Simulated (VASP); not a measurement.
Input of a VASP 6.6.1 run:

Contents of POSCAR:

```
W
1.0
   -1.6007500000      1.6007500000      1.6007500000
    1.6007500000     -1.6007500000      1.6007500000
    1.6007500000      1.6007500000     -1.6007500000
W
1
Direct
    0.0000000000      0.0000000000      0.0000000000
```

The input INCAR.step1:

```
PREC     = Accurate       # precision mode
ENCUT    = 600            # plane-wave cutoff, eV
EDIFF    = 1E-8           # SCF threshold, eV
ISMEAR   = 0              # smearing method
SIGMA    = 0.1            # smearing width, eV
LREAL    = False          # projectors in reciprocal space
LASPH    = True           # aspherical terms in the spheres
NELM     = 100            # most SCF steps
ALGO     = Normal         # electronic algorithm
ISIF     = 3              # what is computed and relaxed
LWAVE    = False          # write WAVECAR
LCHARG   = False          # write CHGCAR
GGA      = PS             # functional
IBRION   = 2              # ionic algorithm
NSW      = 40             # ionic steps
EDIFFG   = -0.002         # ionic threshold
```

File INCAR.step2:

```
PREC     = Accurate       # precision mode
ENCUT    = 600            # plane-wave cutoff, eV
EDIFF    = 1E-8           # SCF threshold, eV
ISMEAR   = 0              # smearing method
SIGMA    = 0.1            # smearing width, eV
LREAL    = False          # projectors in reciprocal space
LASPH    = True           # aspherical terms in the spheres
NELM     = 100            # most SCF steps
ALGO     = Normal         # electronic algorithm
ISIF     = 3              # what is computed and relaxed
LWAVE    = False          # write WAVECAR
LCHARG   = False          # write CHGCAR
GGA      = PS             # functional
IBRION   = 6              # ionic algorithm
NFREE    = 2            
POTIM    = 0.015          # step
NSW      = 1              # ionic steps
```

KPOINTS

```
Automatic mesh
0
Gamma
  18 18 18
```

Potentials or basis: VASP PAW PBE potentials, release 64 (W_sv).

Run with:

```sh
$ cat potpaw_PBE.64/W_sv/POTCAR > POTCAR
$ cp INCAR.step1 INCAR
$ mpirun -np 1 vasp_std > vasp.out
$ cp CONTCAR POSCAR
$ cp INCAR.step2 INCAR
$ mpirun -np 1 vasp_std > vasp.out
```

(1) Estimate the elastic constants C11, C12, C44.

(2) Estimate the Voigt bulk modulus.

(3) What does it give for the relaxed volume?

## Answers

(1) 525, 231, 148 GPa.

(2) 329 GPa.

(3) 15.73 Å³/atom.

Caveat: the PAW data sets were made with another functional, which shifts forces and pressure a little.
